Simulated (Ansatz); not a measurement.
# TiO2: the band gap up the ladder of functionals

One table from this session's results is given with a row withheld; the runs are named, their logs left out.

Program: Ansatz 0.2.0. PAW datasets, plane waves. The calculation is spin-unpolarised, and the structure need not be a phase that has been made.

### Starting point

The cell was relaxed beforehand with r2SCAN.

It is monoclinic, P2_1/c (No. 14); a = 4.803 Å, b = 4.867 Å, c = 5.040 Å, β = 99.9° in the conventional setting, 9.67 Å³ an atom. Ti has 7 O at 1.86–2.22 Å; O has 4 Ti at 1.99–2.22 Å; O has 3 Ti at 1.86–2.03 Å.

The structure in full:

```xyz
12
Lattice="4.8035 0.0000 -0.0185 0.0000 4.8666 0.0000 -0.8448 0.0000 4.9690" Properties=species:S:1:pos:R:3 pbc="T T T"
Ti    0.7269    2.1680    3.5455
Ti    2.8093    4.6013    3.8895
Ti    3.2317    2.6985    1.4050
Ti    1.1494    0.2652    1.0610
O     1.3299    3.6110    4.7791
O     2.2063    1.1777    2.6559
O     2.6288    1.2556    0.1714
O     1.7523    3.6889    2.2946
O     0.0079    1.5693    1.7485
O     4.3731    4.0026    0.7175
O     3.9507    3.2973    3.2020
O    -0.4145    0.8640    4.2330
```

The first run:

input.yaml

```yaml
crystal:
  lattice:
    - [4.8034638742, 0.0, -0.018477579]
    - [0.0, 4.8665845341, 0.0]
    - [-0.8448343849, 0.0, 4.9689819188]
  atoms:
    - { symbol: Ti, position: [0.2770109266, 0.4454957368, 0.7145491956] }
    - { symbol: Ti, position: [0.7229890734, 0.9454957368, 0.7854508044] }
    - { symbol: Ti, position: [0.7229890734, 0.5545042632, 0.2854508044] }
    - { symbol: Ti, position: [0.2770109266, 0.0545042632, 0.2145491956] }
    - { symbol: O, position: [0.4463089557, 0.7419958939, 0.9634471535] }
    - { symbol: O, position: [0.5536910443, 0.2419958939, 0.5365528465] }
    - { symbol: O, position: [0.5536910443, 0.2580041061, 0.0365528465] }
    - { symbol: O, position: [0.4463089557, 0.7580041061, 0.4634471535] }
    - { symbol: O, position: [0.0635758105, 0.3224640599, 0.3521157703] }
    - { symbol: O, position: [0.9364241895, 0.8224640599, 0.1478842297] }
    - { symbol: O, position: [0.9364241895, 0.6775359401, 0.6478842297] }
    - { symbol: O, position: [0.0635758105, 0.1775359401, 0.8521157703] }
kpoints:
  mp_grid: { grid: [6, 6, 6] }
  band_path:
    path:
      - [0.0, 0.0, 0.0]
      - [5.416206791465e-37, 0.5, 1.793210500125e-18]
      - [4.459162519641e-19, 0.5, 0.5]
      - [4.459162519641e-19, 1.105512044719e-34, 0.5]
      - [0.0, 0.0, 0.0]
      - [-0.5, 1.013567737726e-20, 0.5]
      - [-0.5, 0.5, 0.5]
      - [5.416206791465e-37, 0.5, 1.793210500125e-18]
      - [-0.5, 0.5, -7.709604383698e-17]
      - [-0.5, 1.013567737726e-20, -7.709604383698e-17]
      - [0.0, 0.0, 0.0]
    npoints: 10
hamiltonian:
  xc: pbe
scf:
  occupations: { method: fermi_dirac, width: 0.02 }
  n_extra_bands: 7
output:
  forces: true
  stress: true
  eigenvalues: true
```

Steps of the session up to this table: PBE band path; r2SCAN at the same geometry; Single point with HSE06; PBE0.

One table of the session follows, with a row left open; its other results are not shown here.

| level | gap (eV) |
| --- | --- |
| PBE | 2.33 |
| r2SCAN | ? |
| HSE06 | 3.84 |
| PBE0 | 4.59 |

Estimate the missing values for r2SCAN.

**Answer.** gap (eV): 2.70. In the column «gap (eV)» it lies between PBE (2.33) and HSE06 (3.84).

Meshes: PBE 6×6×6, r2SCAN 6×6×6, HSE06 4×4×4, PBE0 4×4×4

What this shows: The gap runs from 2.33 eV (PBE) to 4.59 eV (PBE0). PBE reaches 61 % of the HSE06 value, and r2SCAN 70 %. PBE0 lies 0.75 eV above HSE06, which differs from it by screening the long-range exchange.

Limits of these values: Warnings in the runs' records: stress scf threshold loose, stress exchange threshold loose.
